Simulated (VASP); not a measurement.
BAs: single point with PBE

The system is BAs.

```xyz
2
Lattice="0.0000 2.3885 2.3885 2.3885 0.0000 2.3885 2.3885 2.3885 0.0000" Properties=species:S:1:pos:R:3 pbc="T T T"
As    3.5827    3.5827    3.5827
B     0.0000    0.0000    0.0000
```

```yaml
Program: VASP 6.6.1
Task: single point
Functional: PBE
Potentials_or_basis: VASP PAW PBE potentials, release 64 (As, B)
Cutoff: 520 eV
k_mesh: 10 × 10 × 10
Occupations: gaussian, width 0.013 eV
Spin: no spin polarisation
```

| Property | Result |
| --- | --- |
| Pressure | 3.4 GPa |
| Band gap on the k mesh | 1.18 eV, indirect (least direct gap 3.28 eV) |

Levels at points of the mesh, in eV from the valence-band top:
```
           k point  band 1  band 2  band 3  band 4  band 5  band 6  band 7  band 8
(0.00, 0.00, 0.00)  -15.40    0.00    0.00    0.00    3.28    3.28    3.28    4.69
(0.50, 0.00, 0.00)  -12.53   -8.79   -1.82   -1.82    2.69    4.78    4.78    8.87
(0.50, 0.50, 0.00)  -11.21   -8.53   -4.08   -4.08    1.43    1.44   11.37   11.37
```

It took 7.6 s on 1 thread of Intel(R) Xeon(R) Platinum 8559C (Emerald Rapids) (shared host), peak memory 0.15 GiB.

A k mesh can miss the band edges. A hybrid or GW would open this gap; PBE tends to underestimate it.
